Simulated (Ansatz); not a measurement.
# GaN: a point defect seen from the nuclei (N vacancy), part 2 of 2

Aim: the field gradients and hyperfine parameters at and around a point defect: N vacancy in GaN, cell charge +2. The cell is a supercell built from a structure deposited in the COD (the entry's cell lengths or inner coordinates differ somewhat from later room-temperature determinations). Planned: a single point, then a relaxation.

Ansatz 0.2.0; DFT, PBE, plane-wave PAW, default files, scalar-relativistic. Earlier steps stand in the parts before.

### Step 3. Ions relaxed

The COD entry's cell or inner coordinates are ideal or old and differ from later refinements, so a difference from it is no clean test against experiment.

input.yaml reads:

```yaml
crystal:
  lattice:
    - [6.36, 0.0, 0.0]
    - [-3.18, 5.507921568, 0.0]
    - [0.0, 0.0, 10.332]
  atoms:
    - { symbol: Ga, position: [0.1666666666, 0.3333333334, 0.0], spin: 0.5 }
    - { symbol: Ga, position: [0.1666666666, 0.3333333334, 0.5] }
    - { symbol: Ga, position: [0.1666666666, 0.8333333334, 0.0] }
    - { symbol: Ga, position: [0.1666666666, 0.8333333334, 0.5] }
    - { symbol: Ga, position: [0.6666666666, 0.3333333334, 0.0] }
    - { symbol: Ga, position: [0.6666666666, 0.3333333334, 0.5] }
    - { symbol: Ga, position: [0.6666666666, 0.8333333334, 0.0] }
    - { symbol: Ga, position: [0.6666666666, 0.8333333334, 0.5] }
    - { symbol: Ga, position: [0.3333333334, 0.1666666666, 0.25], spin: 0.5 }
    - { symbol: Ga, position: [0.3333333334, 0.1666666666, 0.75] }
    - { symbol: Ga, position: [0.3333333334, 0.6666666666, 0.25], spin: 0.5 }
    - { symbol: Ga, position: [0.3333333334, 0.6666666666, 0.75] }
    - { symbol: Ga, position: [0.8333333334, 0.1666666666, 0.25], spin: 0.5 }
    - { symbol: Ga, position: [0.8333333334, 0.1666666666, 0.75] }
    - { symbol: Ga, position: [0.8333333334, 0.6666666666, 0.25] }
    - { symbol: Ga, position: [0.8333333334, 0.6666666666, 0.75] }
    - { symbol: "N", position: [0.1666666666, 0.3333333334, 0.6875] }
    - { symbol: "N", position: [0.1666666666, 0.8333333334, 0.1875] }
    - { symbol: "N", position: [0.1666666666, 0.8333333334, 0.6875] }
    - { symbol: "N", position: [0.6666666666, 0.3333333334, 0.1875] }
    - { symbol: "N", position: [0.6666666666, 0.3333333334, 0.6875] }
    - { symbol: "N", position: [0.6666666666, 0.8333333334, 0.1875] }
    - { symbol: "N", position: [0.6666666666, 0.8333333334, 0.6875] }
    - { symbol: "N", position: [0.3333333334, 0.1666666666, 0.4375] }
    - { symbol: "N", position: [0.3333333334, 0.1666666666, 0.9375] }
    - { symbol: "N", position: [0.3333333334, 0.6666666666, 0.4375] }
    - { symbol: "N", position: [0.3333333334, 0.6666666666, 0.9375] }
    - { symbol: "N", position: [0.8333333334, 0.1666666666, 0.4375] }
    - { symbol: "N", position: [0.8333333334, 0.1666666666, 0.9375] }
    - { symbol: "N", position: [0.8333333334, 0.6666666666, 0.4375] }
    - { symbol: "N", position: [0.8333333334, 0.6666666666, 0.9375] }
magnetization:
  spin_polarized: true
total_charge: 2
kpoints:
  mp_grid: { grid: [4, 4, 2] }
scf:
  occupations: { method: fermi_dirac, width: 0.01 }
hamiltonian:
  xc: pbe
  pseudopotentials: { kind: paw }
output:
  forces: true
  stress: true
  populations: true
  efg:
    quadrupole_moments_barn: { Ga: 0.107, "N": 0.02044 }
    contact_densities: true
relax:
  f_tol: 0.03
  max_steps: 40
```

The run is started by

```sh
$ ansatz run input.yaml --threads 4 --pin off --max-ram 8192MiB --backend cpu --events-out ev --progress --plain --runs-dir out
```

Output:

```text
[... 1 line left out ...]
Warning: RAYON_NUM_THREADS=4 ignored (pool sized by the plan → 4); use --threads N
Engine: ansatz 0.2.0, aarch64-unknown-linux-gnu
Pseudopotentials: kind: paw
Pseudopotential: Ga, paw, valence charge 13, recommended cutoff 420 eV (normal), Ga.paw.azcp
Pseudopotential: N, paw, valence charge 5, recommended cutoff 420 eV (normal), N.paw.azcp
Functional definition: PBE
  parameter kappa = 0.804
  parameter beta = 0.06672455060314922
  exchange = pbe_x(kappa = kappa, mu = beta*pi^2/3)
  correlation = pbe_c(beta = beta)
Crystal: 31 atoms, lattice volume = 361.934 Å³
Basis set: ecut = 420 eV, 7067 PW (Γ), exchange–correlation on 90×90×144 points (8 copies of the dense FFT grid, shifted against one another)
Bands: 173, of which v1, the nominal top of the filled ones, is band 141 counted from 1 (140 counted from 0)
Symmetry: 6 space group operations
Space group: P3m1 (ITA 156), of the structure as read, at distance tolerance 7.1e-5 Å
Magnetic group: BNS 156.49 (UNI 1279), of the structure as read, at distance tolerance 7.1e-5 Å
k-points: 8 of 32 (time reversal used)
Non-local potential: Ga, projectors of the file, l = 0: 2, l = 1: 2, l = 2: 3, l = 3: 1
Non-local potential: N, projectors of the file, l = 0: 2, l = 1: 2, l = 2: 1
PAW form: soft (Blöchl's): semilocal exchange-correlation on the pseudo side does not see the compensation charge
PAW one-centre angular grid: Ga, 590 points (default); XC on 64 Gauss nodes
PAW one-centre angular grid: N, 110 points (default); XC on 64 Gauss nodes
Initial density: superposition of atomic densities (chi_scale 0.1, normalization cell, long waves kept (reshape's long-wave potential 0.41 eV rms))
Starting moments: Σ|m| = 2 μB on 4 of 31 sites
Initial wavefunctions: pseudopotential atomic-orbital guess
Functional: x = pbe(κ = 0.804, μ = 0.2195149727645171), c = pbe(β = 0.06672455060314922)
SCF iter   1: F=—  HF=-66333.539165 eV  |F-HF|=—  |Δ(HF+E_count)|=         —  Δρ=7.21e-2 (↑5.85e-2 ↓7.21e-2)  dr2=4.60e1  dr2_m=2.07e0  M=0.125 μB ∫|m|=0.168 μB  β_m=0.30  ethr=3.10e-3  ⟨swp⟩=5.9  Hψ=9158  notcnv=0  defer=27
preconditioner: auto → Resta (q_TF=auto, 2.616 Å⁻¹)  ε∞=4.6  [insulator: Δε(μ)=0.330 eV  Ē_g=17.349 eV  σ=0.010 eV  W_gap=0.57  n_scr=110 (ndim 8)  ℏωp=32.7 eV  f_vac=0.000  D(μ)=8.34/eV (n_scr^D=42)  ε∞_Penn≈4.6]
spin=Collinear: Resta preconditioning applied to the charge; magnetization (m = ρ↑ − ρ↓) channel mixes plain (no charge-response kernel on spin).
SCF iter   2: F=—  HF=-66323.912673 eV  |F-HF|=—  |Δ(HF+E_count)|=    9.63e0  Δρ=4.30e-2 (↑3.30e-2 ↓4.30e-2)  dr2=1.27e1  dr2_m=1.01e0  M=0.481 μB ∫|m|=0.486 μB  β_m=0.30  ethr=3.10e-3  ⟨swp⟩=3.0  Hψ=5524  notcnv=0  defer=428
preconditioner: auto → Kerker (q_TF=auto, 2.616 Å⁻¹)  [metal: Δε(μ)=0.015 eV  Ē_g=17.043 eV  σ=0.010 eV  W_gap=0.33  n_scr=110 (ndim 8)  ℏωp=32.7 eV  f_vac=0.000  D(μ)=22.80/eV (n_scr^D=244)]
spin=Collinear: Kerker preconditioning applied to the charge; magnetization (m = ρ↑ − ρ↓) channel mixes plain (no charge-response kernel on spin).
SCF iter   3: F=—  HF=-66320.844536 eV  |F-HF|=—  |Δ(HF+E_count)|=    3.07e0  Δρ=2.27e-2 (↑1.73e-2 ↓2.27e-2)  dr2=3.89e0  dr2_m=5.15e-1  M=0.000 μB ∫|m|=0.090 μB  β_m=0.30  ethr=3.10e-3  ⟨swp⟩=2.0  Hψ=3562  notcnv=0  defer=428
SCF iter   4: F=—  HF=-66320.178188 eV  |F-HF|=—  |Δ(HF+E_count)|=   6.66e-1  Δρ=1.05e-2 (↑1.05e-2 ↓9.51e-3)  dr2=8.86e-1  dr2_m=2.56e-1  M=0.000 μB ∫|m|=0.066 μB  β_m=0.30  ethr=1.38e-3  ⟨swp⟩=2.1  Hψ=3280  notcnv=0  defer=430
SCF iter   5: F=—  HF=-66320.171121 eV  |F-HF|=—  |Δ(HF+E_count)|=   7.07e-3  Δρ=7.96e-3 (↑7.96e-3 ↓6.68e-3)  dr2=5.94e-1  dr2_m=1.27e-1  M=0.001 μB ∫|m|=0.049 μB  β_m=0.30  ethr=3.15e-4  ⟨swp⟩=2.0  Hψ=2430  notcnv=0  defer=430
SCF iter   6: F=—  HF=-66320.165683 eV  |F-HF|=—  |Δ(HF+E_count)|=   5.44e-3  Δρ=5.85e-3 (↑5.85e-3 ↓4.98e-3)  dr2=3.65e-1  dr2_m=6.28e-2  M=0.012 μB ∫|m|=0.036 μB  β_m=0.30  ethr=2.11e-4  ⟨swp⟩=2.0  Hψ=2433  notcnv=0  defer=430
Mixer restart at iter 6: flushing history
[... 78 lines left out ...]
  atom  14  Ga V_zz =    +4.148327   η = 0.2376   by run symmetry: allowed   C_q = +10.7328 MHz
            electrostatic potential = -4134.820030 V   contact ρ = 187398.418789 e/Å³   contact ρ_s (e/Å³): all electrons +0.001230, valence +0.001247
  atom  15  Ga V_zz =    -2.523326   η = 0.0000   by run symmetry: allowed   C_q = -6.5285 MHz
            electrostatic potential = -4134.536537 V   contact ρ = 187397.510365 e/Å³   contact ρ_s (e/Å³): all electrons +0.002487, valence +0.002523
  atom  16  Ga V_zz =    +0.730801   η = 0.0000   by run symmetry: allowed   C_q = +1.8908 MHz
            electrostatic potential = -4134.950109 V   contact ρ = 187397.945592 e/Å³   contact ρ_s (e/Å³): all electrons -0.003934, valence -0.003884
  atom  17  N  V_zz =    +0.515181   η = 0.0000   by run symmetry: allowed   C_q = +0.2546 MHz
            electrostatic potential = -518.104251 V   contact ρ = 1413.857269 e/Å³   contact ρ_s (e/Å³): all electrons -0.000581, valence -0.000616
  atom  18  N  V_zz =    +2.692723   η = 0.5635   by run symmetry: allowed   C_q = +1.3308 MHz
            electrostatic potential = -517.452170 V   contact ρ = 1414.490324 e/Å³   contact ρ_s (e/Å³): all electrons +0.008380, valence +0.014525
  atom  19  N  V_zz =    +0.398924   η = 0.4091   by run symmetry: allowed   C_q = +0.1972 MHz
            electrostatic potential = -518.148318 V   contact ρ = 1413.796382 e/Å³   contact ρ_s (e/Å³): all electrons +0.000988, valence +0.002158
  atom  20  N  V_zz =    +2.692723   η = 0.5635   by run symmetry: allowed   C_q = +1.3308 MHz
            electrostatic potential = -517.452170 V   contact ρ = 1414.490324 e/Å³   contact ρ_s (e/Å³): all electrons +0.008380, valence +0.014525
  atom  21  N  V_zz =    +0.398924   η = 0.4091   by run symmetry: allowed   C_q = +0.1972 MHz
            electrostatic potential = -518.148318 V   contact ρ = 1413.796382 e/Å³   contact ρ_s (e/Å³): all electrons +0.000988, valence +0.002158
  atom  22  N  V_zz =    +2.692723   η = 0.5635   by run symmetry: allowed   C_q = +1.3308 MHz
            electrostatic potential = -517.452170 V   contact ρ = 1414.490324 e/Å³   contact ρ_s (e/Å³): all electrons +0.008380, valence +0.014525
  atom  23  N  V_zz =    +0.398924   η = 0.4091   by run symmetry: allowed   C_q = +0.1972 MHz
            electrostatic potential = -518.148318 V   contact ρ = 1413.796382 e/Å³   contact ρ_s (e/Å³): all electrons +0.000988, valence +0.002158
  atom  24  N  V_zz =    +1.704994   η = 0.3330   by run symmetry: allowed   C_q = +0.8427 MHz
            electrostatic potential = -517.779297 V   contact ρ = 1414.229574 e/Å³   contact ρ_s (e/Å³): all electrons +0.005483, valence +0.009752
  atom  25  N  V_zz =    +1.333416   η = 0.4079   by run symmetry: allowed   C_q = +0.6590 MHz
            electrostatic potential = -517.826096 V   contact ρ = 1414.057457 e/Å³   contact ρ_s (e/Å³): all electrons +0.002963, valence +0.005726
  atom  26  N  V_zz =    +1.704994   η = 0.3330   by run symmetry: allowed   C_q = +0.8427 MHz
            electrostatic potential = -517.779297 V   contact ρ = 1414.229574 e/Å³   contact ρ_s (e/Å³): all electrons +0.005483, valence +0.009752
  atom  27  N  V_zz =    +1.333416   η = 0.4079   by run symmetry: allowed   C_q = +0.6590 MHz
            electrostatic potential = -517.826096 V   contact ρ = 1414.057457 e/Å³   contact ρ_s (e/Å³): all electrons +0.002963, valence +0.005726
  atom  28  N  V_zz =    +1.704994   η = 0.3330   by run symmetry: allowed   C_q = +0.8427 MHz
            electrostatic potential = -517.779297 V   contact ρ = 1414.229574 e/Å³   contact ρ_s (e/Å³): all electrons +0.005483, valence +0.009752
  atom  29  N  V_zz =    +1.333416   η = 0.4079   by run symmetry: allowed   C_q = +0.6590 MHz
            electrostatic potential = -517.826096 V   contact ρ = 1414.057457 e/Å³   contact ρ_s (e/Å³): all electrons +0.002963, valence +0.005726
  atom  30  N  V_zz =    +0.279607   η = 0.0000   by run symmetry: allowed   C_q = +0.1382 MHz
            electrostatic potential = -518.076245 V   contact ρ = 1413.682132 e/Å³   contact ρ_s (e/Å³): all electrons -0.000884, valence -0.000925
  atom  31  N  V_zz =    -0.182145   η = 0.0000   by run symmetry: allowed   C_q = -0.0900 MHz
            electrostatic potential = -518.110628 V   contact ρ = 1413.640666 e/Å³   contact ρ_s (e/Å³): all electrons -0.000569, valence -0.000423
--- Band table (eV; the first three rows and the last of 16) ---
[... 4 lines left out ...]
--- Relaxed structure (9 steps of the walk, 8 accepted, 0 SCFs on fresh bases) ---
  F+E_penalty+E_count = -66320.50222457 eV   max|allowed force component| = 1.348e-2 eV/Å
  atoms:
[... 31 lines left out ...]
--- Löwdin populations: 31 sites ---
  site symbol       q [e]    m [muB]
[... 31 lines left out ...]
  spilling = 0.001981 (of n_electrons = 281.000000)
```

Run time: 4.8 min. Hardware: 4 threads of Arm Neoverse V1, shared host; peak memory 2.1 GiB.

Step by step:

```csv
step,energy change (eV),largest force component (eV/Å)
1,0.0000,0.690
2,-0.1398,0.754
3 (rejected),-0.1387,0.894
4,-0.2910,0.490
5,-0.3531,0.219
6,-0.3543,0.189
7,-0.3599,0.097
8,-0.3614,0.013
9,-0.3614,0.013
```

Atom 1 (Ga) moved farthest, 0.270 Å; the mean move was 0.039 Å.

At the end: no gap over 0.1 eV on the mesh, largest force 0.013 eV/Å, pressure 11.3 GPa, net moment 0.12 μB.

Against step 2 (V_zz in 10²¹ V/m²; 10 of 15 rows, with the four largest changes of size):

```csv
site,atoms,"V_zz, PBE","V_zz, PBE relaxed","η, PBE","η, PBE relaxed","m, PBE (μB)","m, PBE relaxed (μB)"
Ga1,1,14.00,24.1,0.00,0.00,0.00,0.00
Ga9,"9, 11, 13",12.93,18.20,0.13,0.17,0.00,0.00
N24,"24, 26, 28",1.41,1.70,0.15,0.33,0.01,0.00
N25,"25, 27, 29",1.54,1.33,0.24,0.41,0.01,0.00
N18,"18, 20, 22",2.65,2.69,0.15,0.56,0.01,0.01
Ga2,2,-0.69,-0.88,0.00,0.00,0.00,0.00
Ga3,"3, 5, 7",-0.36,2.65,0.63,0.63,0.00,0.00
Ga15,15,-1.08,-2.52,0.00,0.00,0.00,0.00
N30,30,-0.44,0.28,0.00,0.00,0.00,0.00
Ga10,"10, 12, 14",0.30,4.15,0.90,0.24,0.00,0.00
```

Like atoms gathered into sites: 11 of 15, those nearest the defect, the farthest of each element and the two largest gradients.

```csv
site,atoms,distance from the defect (Å),V_zz (10²¹ V/m²),η,C_Q (MHz)
Ga9,"9, 11, 13",2.06,18.20,0.17,47.1 (⁷¹Ga)
Ga1,1,2.21,24.1,0.00,62.3 (⁷¹Ga)
N25,"25, 27, 29",3.16,1.33,0.41,0.659 (¹⁴N)
N24,"24, 26, 28",3.17,1.70,0.33,0.843 (¹⁴N)
N18,"18, 20, 22",3.18,2.69,0.56,1.33 (¹⁴N)
Ga2,2,3.25,-0.88,0.00,-2.28 (⁷¹Ga)
Ga15,15,3.73,-2.52,0.00,-6.53 (⁷¹Ga)
Ga3,"3, 5, 7",3.74,2.65,0.63,6.85 (⁷¹Ga)
N31,31,4.49,-0.18,0.00,-0.090 (¹⁴N)
Ga16,16,5.83,0.73,0.00,1.89 (⁷¹Ga)
N19,"19, 21, 23",6.06,0.40,0.41,0.197 (¹⁴N)
```

Direction of the V_zz axis (Cartesian unit vector):

```csv
site,atom,x,y,z
Ga1,1,0.00,0.00,1.00
Ga2,2,0.00,0.00,1.00
Ga3,3,-0.12,-0.07,0.99
Ga4,4,0.48,0.27,0.84
Ga9,9,0.82,-0.47,0.32
Ga10,10,0.06,-0.04,1.00
Ga15,15,0.00,0.00,1.00
Ga16,16,0.00,0.00,1.00
N17,17,0.00,0.00,1.00
N18,18,-0.50,0.87,0.00
```

The sizes of the gradients above 0.15 moved by 36 % in the median, over a factor of two at the site that moves most (small gradients counted from 0.15; Ga10, 0.30 to 4.15), with a change of sign at Ga3, N30, N17 and others.

### Step 4. Results

What follows sums up all 2 parts.

| quantity | value |
| --- | --- |
| state (step 3) | no gap over 0.1 eV on the mesh, largest force 0.013 eV/Å, pressure 11.3 GPa, net moment 0.12 μB |
| V_zz by site, step 3 (10²¹ V/m²) | Ga9 18.20, Ga1 24.1, N25 1.33, N24 1.70, N18 2.69, Ga2 -0.88, Ga15 -2.52, Ga3 2.65, … |
| largest C_Q in size, step 3 | 62.3 MHz, ⁷¹Ga at Ga1 |
| step 3 (ions relaxed) against step 2 | 36 % in the median, over a factor of two at the site that moves most (small gradients counted from 0.15; Ga10, 0.30 to 4.15), with a change of sign at Ga3, N30, N17 and others |

**Reading.** Site Ga1 (3 N at 1.88 Å; also 1 N at 2.93 Å) carries the largest gradient. The net moment, 0.12 μB, is not a whole number, so some states are partly filled and this isn't the spin of an isolated centre. The relaxation kept the symmetry P3m1, so a distorted place of lower energy may have been missed. With states at the Fermi level, this mesh doesn't settle the gradients near the defect. Moves of at most 0.27 Å on relaxation changed gradients by over a factor of two in size at the worst site (36 % in the median) (gradients over 0.15 counted), though the net moment changed too. The defect repeats with the cell of 31 atoms, so it feels its images: sites between two images don't show the values beside a lone defect, and zeros or small values of η there can come from the images' arrangement. Ga and N carry a gradient in the pure host already, so the values there aren't the defect's effect alone. The relaxation keeps the symmetry of the vacancy's site, so distortions that break it, Jahn–Teller ones too, aren't explored. A uniform background compensates the cell's charge. The defect cell has no gap above 0.1 eV on its mesh, so the values hang on the smearing and the k-mesh. The cell keeps the host's lattice, where the PBE pressure is 11 GPa (in a charged cell this depends on the convention for the mean potential). The run lost much of its start moments, and a state with larger moments may lie lower.
